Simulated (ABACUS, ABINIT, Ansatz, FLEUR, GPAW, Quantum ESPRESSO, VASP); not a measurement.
Al2Au: equilibrium volume by level of theory

```yaml
crystal:
  lattice:
    - [0.00000, 3.00000, 3.00000]
    - [3.00000, 0.00000, 3.00000]
    - [3.00000, 3.00000, 0.00000]
  atoms:
    - { symbol: Au, position: [0.00000, 0.00000, 0.00000] }
    - { symbol: Al, position: [0.75000, 0.75000, 0.75000] }
    - { symbol: Al, position: [0.25000, 0.25000, 0.25000] }
```

| rung | level | program and potentials | cutoff (eV) | k mesh | smearing | task | equilibrium volume (Å³/atom) | notes |
| --- | --- | --- | --- | --- | --- | --- | --- | --- |
| LDA | LDA | Ansatz, all-electron LAPW, scalar-relativistic | - | 8 × 8 × 8 | fermi-dirac 0.05 | equation of state | 17.59 | - |
| LDA | LDA | FLEUR, all-electron, FLAPW | - | 8 × 8 × 8 | fermi-dirac 0.05 | equation of state | 17.58 | fit through 5 volumes |
| LDA | LDA | GPAW, the program's PAW data sets (release 1.2.1) made for this functional | 600 | 8 × 8 × 8 | fermi-dirac 0.05 | equation of state | 17.65 | this data set often lies off other programs |
| LDA | LDA | VASP, LDA PAW files Al, Au, 600 eV | 600 | 8 × 8 × 8 | fermi-dirac 0.05 | relaxation of cell and atoms | 17.63 | - |
| GGA | PBE | ABINIT, JTH PAW PBE v2.0 | 544 | 6 × 6 × 6 | fermi-dirac 0.05 | relaxation of cell and atoms | 18.54 | - |
| GGA | PBE | Ansatz, Ansatz PAW (earlier soft set) | 420 | 8 × 8 × 8 | fermi-dirac 0.05 | equation of state | 18.53 | - |
| GGA | PBE | Ansatz, all-electron LAPW, scalar-relativistic | - | 8 × 8 × 8 | fermi-dirac 0.05 | equation of state | 18.54 | - |
| GGA | PBE | GPAW, GPAW PAW data sets (gpaw-data 1.2.1) | 600 | 8 × 8 × 8 | fermi-dirac 0.05 | equation of state | 18.60 | this data set often lies off other programs |
| GGA | PBE | Quantum ESPRESSO, SSSP 1.3 efficiency PBE | 816 | 8 × 8 × 8 | fermi-dirac 0.05 | equation of state | 18.51 | - |
| GGA | PBE | VASP, PBE PAW files Al, Au, 520 eV | 520 | 8 × 8 × 8 | fermi-dirac 0.05 | equation of state | 18.51 | - |
| GGA + dispersion | PBE+D3(BJ) | VASP, PBE PAW files Al, Au, 600 eV | 600 | 8 × 8 × 8 | fermi-dirac 0.05 | relaxation of cell and atoms | 17.88 | - |
| GGA | PBEsol | ABACUS, PseudoDojo NC SR 0.4.1 PBEsol standard, plane waves | 1034 | 8 × 8 × 8 | fermi-dirac 0.05 | equation of state | 17.99 | - |
| GGA | PBEsol | ABINIT, JTH PAW PBE v2.0 | 544 | 6 × 6 × 6 | fermi-dirac 0.05 | relaxation of cell and atoms | 18.05 | potentials made for PBE |
| GGA | PBEsol | Ansatz, all-electron LAPW, scalar-relativistic | - | 8 × 8 × 8 | fermi-dirac 0.05 | equation of state | 18.01 | - |
| GGA | PBEsol | FLEUR, all-electron, FLAPW | - | 8 × 8 × 8 | fermi-dirac 0.05 | equation of state | 18.01 | - |
| GGA | PBEsol | GPAW, PAW data sets generated for this functional | 600 | 8 × 8 × 8 | fermi-dirac 0.05 | equation of state | 18.08 | this data set often lies off other programs |
| GGA | PBEsol | VASP, PBE PAW files Al, Au, 520 eV | 520 | 8 × 8 × 8 | fermi-dirac 0.05 | equation of state | 17.99 | potentials made for PBE |
| meta-GGA | r2SCAN | VASP, PBE PAW files Al, Au, 600 eV | 600 | 8 × 8 × 8 | fermi-dirac 0.05 | relaxation of cell and atoms | 18.02 | potentials made for PBE |

All rows: no spin polarisation. Smearing widths are in eV. For a metal such meshes aren't converged. Meshes differ between rows, which moves values too. Meshes are those of the run's cell of 3 atoms unless a note names another. Relaxations start from the cell shown or near it and stop with a little pressure left. Runs on faulty files, with rough fits or with known faults for this quantity aren't shown. No row holds spin-orbit coupling.

By rung: LDA 17.58 to 17.65; GGA 17.99 to 18.60; GGA + dispersion 17.88; meta-GGA 18.02 (Å³/atom).
